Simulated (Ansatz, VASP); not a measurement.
# Ag in VASP and in Ansatz

Contents of INCAR:

```
PREC     = Accurate       # precision mode
ENCUT    = 520            # plane-wave cutoff, eV
EDIFF    = 1E-8           # SCF threshold, eV
ISMEAR   = -1             # smearing method
SIGMA    = 0.03           # smearing width, eV
LREAL    = False          # projectors in reciprocal space
LASPH    = True           # aspherical terms in the spheres
NELM     = 100            # most SCF steps
ALGO     = Normal         # electronic algorithm
ISIF     = 2              # what is computed and relaxed
LWAVE    = False          # write WAVECAR
LCHARG   = False          # write CHGCAR
GGA      = PS             # functional
LEFG     = True         
NBANDS   = 12             # bands
```

Contents of KPOINTS:

```
regular mesh
0
Gamma
  15 15 15
```

Contents of POSCAR:

```
Ag
1.0
    0.0000000000      2.0431000000      2.0431000000
    2.0431000000      0.0000000000      2.0431000000
    2.0431000000      2.0431000000      0.0000000000
Ag
1
Direct
    0.0000000000      0.0000000000      0.0000000000
```

Input for Ansatz:

```yaml
crystal:
  lattice:
    - [0.0, 2.0431, 2.0431]
    - [2.0431, 0.0, 2.0431]
    - [2.0431, 2.0431, 0.0]
  atoms:
    - { symbol: Ag, position: [0.0, 0.0, 0.0] }
kpoints:
  mp_grid: { grid: [15, 15, 15] }
  band_path:
    path:
      - [0.0, 0.0, 0.0]
      - [0.5, 0.0, 0.5]
      - [0.625, 0.25, 0.625]
      - [0.375, 0.375, 0.75]
      - [0.0, 0.0, 0.0]
      - [0.5, 0.5, 0.5]
      - [0.5, 0.25, 0.75]
      - [0.5, 0.0, 0.5]
    npoints: 5
scf:
  occupations: { method: fermi_dirac, width: 0.03 }
hamiltonian:
  xc: pbesol
  pseudopotentials: { kind: paw }
output:
  forces: true
  stress: true
  eigenvalues: true
  efg: { contact_densities: true }
```

Alike in both runs: task electric field gradients; functional PBEsol; k mesh 15 × 15 × 15; occupations fermi-dirac, width 0.03 eV; no spin polarisation.

|  | VASP | Ansatz |
| --- | --- | --- |
| version | VASP 6.6.1 | Ansatz 0.2.0 |
| potentials or method | VASP PAW PBE potentials, release 64 (Ag) | PAW with Ansatz's default frozen-core files, scalar-relativistic |
| plane-wave cutoff (eV) | 520 | 420 |
| valence electrons in the cell | 11 | 19 |

```csv
,VASP,Ansatz,Ansatz less VASP
pressure (GPa),-2.9,-2.8,+0.19
Vzz of the field gradient on the site that differs most (V/Å²),0.0,0.0,0.00
```

The two sets of potentials don't hold the same shells in valence. Ansatz warned: «gradients_without_spin_orbit».

Caveats: the PAW data sets were made with another functional, which shifts forces and pressure a little (VASP).
